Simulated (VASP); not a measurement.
# LiH (Fm-3m) in VASP: settings compared, part 2 of 2

VASP 6.6.1. Earlier steps stand in the parts before.

### Step 3. Band structure, HSE06

POSCAR reads:

```
LiH                                     
1.0
    0.0000000000      1.9860246743      1.9860246743
    1.9860246743      0.0000000000      1.9860246743
    1.9860246743      1.9860246743      0.0000000000
  Li              H             
     1     1
Direct
     0.0000000000000000    0.0000000000000000    0.0000000000000000
     0.5000000000000000    0.5000000000000000    0.5000000000000000
```

INCAR.step1 reads:

```
PREC     = Accurate       # precision mode
ENCUT    = 520            # plane-wave cutoff, eV
EDIFF    = 1E-5           # SCF threshold, eV
ISMEAR   = 0              # smearing method
SIGMA    = 0.03           # smearing width, eV
LREAL    = F              # projectors in reciprocal space
LASPH    = T              # aspherical terms in the spheres
NELM     = 80             # most SCF steps
ALGO     = Normal         # electronic algorithm
ISIF     = 2              # what is computed and relaxed
LWAVE    = T              # write WAVECAR
LCHARG   = F              # write CHGCAR
NBANDS   = 9              # bands
KPAR     = 8            
GGA      = PE             # functional
```

INCAR.step2 reads:

```
PREC     = Accurate       # precision mode
ENCUT    = 520            # plane-wave cutoff, eV
EDIFF    = 1E-7           # SCF threshold, eV
ISMEAR   = 0              # smearing method
SIGMA    = 0.03           # smearing width, eV
LREAL    = F              # projectors in reciprocal space
LASPH    = T              # aspherical terms in the spheres
NELM     = 80             # most SCF steps
ALGO     = Normal         # electronic algorithm
ISIF     = 2              # what is computed and relaxed
LWAVE    = F              # write WAVECAR
LCHARG   = F              # write CHGCAR
GGA      = PE             # functional
LHFCALC  = T              # exact exchange
HFSCREEN = 0.2            # screening, 1/A
PRECFOCK = Fast         
NBANDS   = 9              # bands
KPAR     = 8            
ISTART   = 1
```

KPOINTS reads:

```
regular mesh
0
Gamma
  10 10 10
```

KPOINTS_OPT reads:

```
explicit points
6
Reciprocal
 0.0000000000  0.0000000000  0.0000000000 1
 0.3750000000  0.3750000000  0.7500000000 1
 0.5000000000  0.5000000000  0.5000000000 1
 0.6250000000  0.2500000000  0.6250000000 1
 0.5000000000  0.2500000000  0.7500000000 1
 0.5000000000  0.0000000000  0.5000000000 1
```

Potentials or basis: VASP PAW PBE potentials, release 64 (Li_sv, H).

Launch:

```bash
> cat potpaw_PBE.64/Li_sv/POTCAR potpaw_PBE.64/H/POTCAR > POTCAR
> cp INCAR.step1 INCAR
> mpirun -np 8 vasp_std > vasp.out
> cp INCAR.step2 INCAR
> mpirun -np 8 vasp_std > vasp.out
```

OUTCAR:

```text
PREC = Accurate
   ENCUT = 520
   EDIFF = 1E-7
   ISMEAR = 0
   LREAL = F
   LASPH = T
   NELM = 80
   ISIF = 2
   GGA = PE
   LHFCALC = T
   HFSCREEN = 0.2
   PRECFOCK = Fast
   ISTART = 1

 ion  position               nearest neighbor table
   1  0.000  0.000  0.000-
   2  0.500  0.500  0.500-

  LATTYP: Found a face centered cubic cell.
 ALAT       =     3.9720493486

  Lattice vectors:

 A1 = (   0.0000000000,   1.9860246743,   1.9860246743)
 A2 = (   1.9860246743,   0.0000000000,   1.9860246743)
 A3 = (   1.9860246743,   1.9860246743,   0.0000000000)

Analysis of symmetry for initial positions (statically):
=====================================================================
 Subroutine PRICEL returns:
 Original cell was already a primitive cell.

 Routine SETGRP: Setting up the symmetry group for a
 face centered cubic supercell.

 Subroutine GETGRP returns: Found 48 space group operations
 (whereof 48 operations were pure point group operations)
 out of a pool of 48 trial point group operations.

The static configuration has the point symmetry O_h .

Analysis of symmetry for dynamics (positions and initial velocities):
=====================================================================
 Subroutine PRICEL returns:
 Original cell was already a primitive cell.

 Routine SETGRP: Setting up the symmetry group for a
 face centered cubic supercell.

 Subroutine GETGRP returns: Found 48 space group operations
 (whereof 48 operations were pure point group operations)
 out of a pool of 48 trial point group operations.

The dynamic configuration has the point symmetry O_h .

 Subroutine INISYM returns: Found 48 space group operations
 (whereof 48 operations are pure point group operations),
 and found     1 'primitive' translations

[... 124 lines left out ...]
   NKREDY  =     1    reduce k-point grid by
   NKREDZ  =     1    reduce k-point grid by
   AEXX    =    0.2500 exact exchange contribution
   HFSCREEN=    0.2000 screening length (either q_TF or 0.3 A-1)
   HFSCREENC=   0.2000 screening length for correlation (either q_TF or 0.3 A-1)
   ENCUTFOCK=  -1.0 apply spherical cutoff to Coloumb kernel
   IVDW    =     0    specifies the selected vdW correction
   LEPSILON=     F    determine dielectric tensor
   LRPA    =     F    only Hartree local field effects (RPA)
 non-spin polarized calculation
 Gauss-broadening in eV      SIGMA  =   0.03
  energy-cutoff  :      520.00
  volume of cell :       15.67
 maximum number of plane-waves:       444
 NGX is ok and might be reduce to    24
  NGX = 14; NGY = 14; NGZ = 14

 number of electron       3.9999998 magnetization

 Free energy of the ion-electron system (eV)
  ---------------------------------------------------
  ext. energy  EPLUGINS =         0.00000000
  ---------------------------------------------------
  free energy    TOTEN  =        -6.79777600 eV

  energy without entropy =       -6.79777600  energy(sigma->0) =       -6.79777600

 E-fermi :  -0.1950     XC(G=0):  -7.1797

 val. band max:       -0.4823868476   @ k =   0.5000   0.5000   0.0000
 cond. band min:       3.4889192655   @ k =   0.5000   0.5000   0.0000
 fundamental gap:      3.9713061131
 Fermi energy:        -0.1950490623

 k-point     1 :       0.0000    0.0000    0.0000
  band No.  band energies     occupation
      1     -47.7485      2.00000
      2      -6.6796      2.00000
      3      17.8634      0.00000
      4      19.2975      0.00000
      5      19.2975      0.00000
      6      19.2976      0.00000
      7      23.9603      0.00000
      8      23.9603      0.00000
      9      23.9603      0.00000
[... 265 lines left out ...]
 k-point    24 :       0.4000    0.3000    0.0000
  band No.  band energies     occupation
      1     -47.6906      2.00000
      2      -3.0585      2.00000
      3       7.4969      0.00000
      4      11.4803      0.00000
      5      12.8956      0.00000
      6      17.4272      0.00000
      7      19.0632      0.00000
      8      31.5215      0.00000
      9      31.7521      0.00000

 [... further k-points ...]

------------------------ aborting loop because EDIFF is reached ----------------------------------------

  FORCE on cell =-STRESS in cart. coord.  units (eV):
  Direction    XX          YY          ZZ          XY          YZ          ZX
  --------------------------------------------------------------------------------------
  -------------------------------------------------------------------------------------
  Total        0.0277634      0.0277634      0.0277634     -0.0000000      0.0000000      0.0000000
  in kB        2.8392233      2.8392233      2.8392233     -0.0000000      0.0000000      0.0000000
  external PRESSURE =       2.8392233 kB  Pullay stress =       0.0000000 kB

 VOLUME and BASIS-vectors are now :
 -----------------------------------------------------------------------------
  energy-cutoff  :      520.00
  volume of cell :       15.67
      direct lattice vectors                 reciprocal lattice vectors
     0.000000000  1.986024674  1.986024674    -0.251759208  0.251759208  0.251759208
     1.986024674  0.000000000  1.986024674     0.251759208 -0.251759208  0.251759208
     1.986024674  1.986024674  0.000000000     0.251759208  0.251759208 -0.251759208

 POSITION                                       TOTAL-FORCE (eV/Angst)
 -----------------------------------------------------------------------------------
      0.00000      0.00000      0.00000         0.000000     -0.000000      0.000000
      1.98602      1.98602      1.98602        -0.000000      0.000000     -0.000000
 -----------------------------------------------------------------------------------
    total drift:                                0.000000      0.000000      0.000000

  FREE ENERGIE OF THE ION-ELECTRON SYSTEM (eV)
  ---------------------------------------------------
  free  energy   TOTEN  =        -6.7977759965 eV

  energy  without entropy=       -6.7977759965  energy(sigma->0) =       -6.79777600
```

OUTCAR.step1:

```text
PREC = Accurate
   ENCUT = 520
   EDIFF = 1E-5
   ISMEAR = 0
   LREAL = F
   LASPH = T
[... 510 lines left out ...]
 -----------------------------------------------------------------------------------
      0.00000      0.00000      0.00000         0.000000      0.000000      0.000000
      1.98602      1.98602      1.98602        -0.000000     -0.000000      0.000000
 -----------------------------------------------------------------------------------
    total drift:                                0.000000     -0.000000     -0.000000

  FREE ENERGIE OF THE ION-ELECTRON SYSTEM (eV)
  ---------------------------------------------------
  free  energy   TOTEN  =        -6.1257946584 eV

  energy  without entropy=       -6.1257946584  energy(sigma->0) =       -6.12579466
```

OSZICAR.step1:

```text
N       E                     dE             d eps       ncg     rms          rms(c)
DAV:   1    -0.209287781138E+01   -0.20929E+01   -0.14303E+03   854   0.394E+02
DAV:   2    -0.632241815689E+01   -0.42295E+01   -0.42062E+01  1224   0.553E+01
DAV:   3    -0.636970459513E+01   -0.47286E-01   -0.47269E-01   997   0.486E+00
DAV:   4    -0.636999665731E+01   -0.29206E-03   -0.29203E-03  1186   0.339E-01
DAV:   5    -0.636999832293E+01   -0.16656E-05   -0.16656E-05  1014   0.178E-02    0.289E+00
DAV:   6    -0.618638640495E+01    0.18361E+00   -0.14636E-01   960   0.120E+00    0.145E+00
DAV:   7    -0.612411573666E+01    0.62271E-01   -0.19197E-01   995   0.155E+00    0.221E-01
DAV:   8    -0.612586790965E+01   -0.17522E-02   -0.42874E-03  1026   0.427E-01    0.435E-02
DAV:   9    -0.612580040623E+01    0.67503E-04   -0.15364E-04  1095   0.490E-02    0.636E-03
DAV:  10    -0.612579465842E+01    0.57478E-05   -0.59869E-06   762   0.177E-02
   1 F= -.61257947E+01 E0= -.61257947E+01  d E =-.697406E-38
```

Run time: 2.6 min. Hardware: 8 MPI ranks of Intel Xeon Platinum 8488C (Sapphire Rapids), shared host; peak memory 0.29 GiB.

Results:

```yaml
Free_energy: -6.7978 eV
Band_gap_on_the_k_mesh: 3.97 eV, direct
Band_gap_along_the_path: 3.97 eV, direct
```

Caveat: the cutoff is under 1.25 times the usual one of these potentials, so pressure, stress and relaxed cells hold a basis-set (Pulay) error; the PAW data sets were made with another functional, which shifts forces and pressure a little.
